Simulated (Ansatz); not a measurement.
Runs of Ansatz 0.2.0 on TaN. Symmetry: Fm-3m, No. 225, cubic system. Conventional cell: a = 4.423 Å, b = 4.423 Å, c = 4.423 Å, α = 90.00°, β = 90.00°, γ = 90.00°. Ta (site symmetry m-3m) is surrounded by 6 N at 2.21 Å. Around N (site symmetry m-3m) lie 6 Ta at 2.21 Å. The cell comes from a database or a generator and needn't be the stable form of this composition.

| task | level | potentials or basis | U | cell | smearing | points for each segment of the path | hubbard projectors | double counting | gap on the mesh (eV) | pressure (GPa) | relaxed volume (Å³/atom) |
| --- | --- | --- | --- | --- | --- | --- | --- | --- | --- | --- | --- |
| relaxation of cell and atoms | BPBE | Ansatz PAW | - | relaxed | fermi-dirac 0.05 eV | - | - | - | - | 0.0 | (a) |
| band structure | PBEsol+U | Ansatz PAW | Ta d U = 8 eV | as given | fermi-dirac 0.05 eV | 14 | ortho-atomic (the default) | fll (the default) | none | -2.6 | - |
| single point | RPBE | Ansatz PAW | - | as given | gaussian 0.02 eV | - | - | - | none | 3.3 | - |
| relaxation of cell and atoms | RPBE | Ansatz PAW | - | relaxed | fermi-dirac 0.05 eV | - | - | - | - | 0.0 | 10.92 |
| band structure | revPBE | Ansatz PAW | - | as given | fermi-dirac 0.05 eV | 14 | - | - | none | 2.0 | - |
| relaxation of cell and atoms | PBE+D3(BJ) | Ansatz PAW | - | relaxed | fermi-dirac 0.05 eV | - | - | - | - | 0.0 | (b) |
| single point | PBE | Ansatz PAW | - | as given | gaussian 0.013 eV | - | - | - | none | -1.4 | - |

Alike in all rows: no spin polarisation; k mesh 10 × 10 × 10; cutoff (eV) 420.

Problem. Estimate the missing entries.

Solution. (a) 10.76; (b) 10.54.

Caveats: the PAW data sets come from PBE, with cores solved anew for the run's functional, which leaves a small shift of forces and pressure (some runs); the potentials were made for another functional, which shifts forces and pressure (some runs); the plane-wave basis is chosen anew once the cell has moved, so the energies of steps on either side of that aren't comparable (some runs); U without spin polarisation on a metal has little footing (some runs).

A k mesh can miss the band edges, and the runs leave out spin-orbit coupling on Ta.

A gap of «none» marks a metal or a gap under the smearing width.

Not every run made on this cell is shown here.
